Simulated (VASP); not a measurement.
Output of a VASP run:

File OSZICAR:
```
       N       E                     dE             d eps       ncg     rms          rms(c)
DAV:   1     0.564232789918E+02    0.56423E+02   -0.61993E+03   480   0.965E+02
DAV:   2    -0.336768108249E+02   -0.90100E+02   -0.85680E+02   736   0.183E+02
DAV:   3    -0.395274754342E+02   -0.58507E+01   -0.58354E+01   604   0.520E+01
DAV:   4    -0.395805721669E+02   -0.53097E-01   -0.53069E-01   552   0.616E+00
DAV:   5    -0.395813548682E+02   -0.78270E-03   -0.78264E-03   624   0.719E-01    0.234E+00
DAV:   6    -0.357925372989E+02    0.37888E+01   -0.82982E-01   544   0.840E+00    0.267E+00
DAV:   7    -0.348364782389E+02    0.95606E+00   -0.58525E-01   548   0.681E+00    0.604E-01
DAV:   8    -0.358680478118E+02   -0.10316E+01   -0.45459E-01   504   0.592E+00    0.119E+00
DAV:   9    -0.354676631969E+02    0.40038E+00   -0.34301E-01   488   0.702E+00    0.607E-01
DAV:  10    -0.354992311439E+02   -0.31568E-01   -0.34031E-01   480   0.618E+00    0.158E-01
DAV:  11    -0.355154042524E+02   -0.16173E-01   -0.10635E-02   560   0.132E+00    0.160E-01
DAV:  12    -0.355087700849E+02    0.66342E-02   -0.47660E-03   500   0.819E-01    0.161E-01
DAV:  13    -0.355184067221E+02   -0.96366E-02   -0.73058E-03   484   0.102E+00    0.552E-02
DAV:  14    -0.355199512634E+02   -0.15445E-02   -0.52537E-04   548   0.329E-01    0.630E-03
DAV:  15    -0.355199565987E+02   -0.53353E-05   -0.20547E-05   544   0.561E-02    0.360E-03
DAV:  16    -0.355199546252E+02    0.19735E-05   -0.22577E-05   496   0.614E-02    0.564E-03
DAV:  17    -0.355199708464E+02   -0.16221E-04   -0.11858E-05   500   0.433E-02    0.208E-03
DAV:  18    -0.355199729536E+02   -0.21072E-05   -0.31214E-06   560   0.190E-02    0.854E-04
DAV:  19    -0.355199730064E+02   -0.52745E-07   -0.14465E-07   544   0.429E-03    0.499E-04
DAV:  20    -0.355199729206E+02    0.85727E-07   -0.45752E-08   548   0.244E-03    0.144E-04
DAV:  21    -0.355199729273E+02   -0.66284E-08   -0.55306E-09   384   0.837E-04
   1 F= -.35519973E+02 E0= -.35519973E+02  d E =-.355200E+02
```

File OUTCAR:
```
------------------------ aborting loop because EDIFF is reached ----------------------------------------
  FORCE on cell =-STRESS in cart. coord.  units (eV):
  Direction    XX          YY          ZZ          XY          YZ          ZX
  --------------------------------------------------------------------------------------
  Total       -0.0204713     -0.0204713     -0.0204713      0.0000000     -0.0000000     -0.0000000
  in kB       -0.4612619     -0.4612619     -0.4612619      0.0000000     -0.0000000     -0.0000000
  external PRESSURE =      -0.4612619 kB  Pullay stress =       0.0000000 kB
  volume of cell :       71.11
      direct lattice vectors                 reciprocal lattice vectors
     4.142882417  0.000000000  0.000000000     0.241377838  0.000000000  0.000000000
     0.000000000  4.142882417  0.000000000     0.000000000  0.241377838  0.000000000
     0.000000000  0.000000000  4.142882417     0.000000000  0.000000000  0.241377838
 POSITION                                       TOTAL-FORCE (eV/Angst)
 -----------------------------------------------------------------------------------
      0.00000      0.00000      0.00000         0.000000      0.000000      0.000000
      2.07144      2.07144      2.07144         0.000000      0.000000      0.000000
 -----------------------------------------------------------------------------------
    total drift:                                0.000000      0.000000      0.000000
  FREE ENERGIE OF THE ION-ELECTRON SYSTEM (eV)
  ---------------------------------------------------
  free  energy   TOTEN  =       -35.5199729273 eV

  energy  without entropy=      -35.5199729273  energy(sigma->0) =      -35.51997293

 reached required accuracy - stopping structural energy minimisation
```
(Selected blocks of OUTCAR.)

**POSCAR**
```
CsCl
1
    4.1428824168    -0.0000000000     0.0000000000
    0.0000000000     4.1428824168    -0.0000000000
   -0.0000000000    -0.0000000000     4.1428824168
Cs Cl
1 1
Direct
  0.0000000000   0.0000000000   0.0000000000
  0.5000000000   0.5000000000   0.5000000000
```

**Question.** Write an INCAR and KPOINTS that could have produced this output.

**Answer.** Several could match; the one computed here: the input of the run itself, r2SCAN meta-GGA, plane waves, VASP's PBE PAW potentials (set 64).

### KPOINTS
```
Regular mesh
0
G
6 6 6
0 0 0
```

**INCAR**
```
SYSTEM  =  CsCl
PREC  =  Accurate; ENCUT  =  400; LREAL  =  F
LASPH  =  T
EDIFF  =  1E-8; NELM  =  100; ALGO  =  Normal
LMAXMIX  =  4; LMIXTAU  =  T
ISMEAR  =  0; SIGMA  =  0.05
METAGGA  =  R2SCAN
IBRION  =  1; NSW  =  30; ISIF  =  2
EDIFFG  =  -0.001
LWAVE  =  F; LCHARG  =  F
```

POTCAR, in this order: Cs_sv Cl (PBE.64 set). Program: vasp_std.

The compound is CsCl in the CsCl type structure. It was relaxed first. The start is the result of an earlier pass.
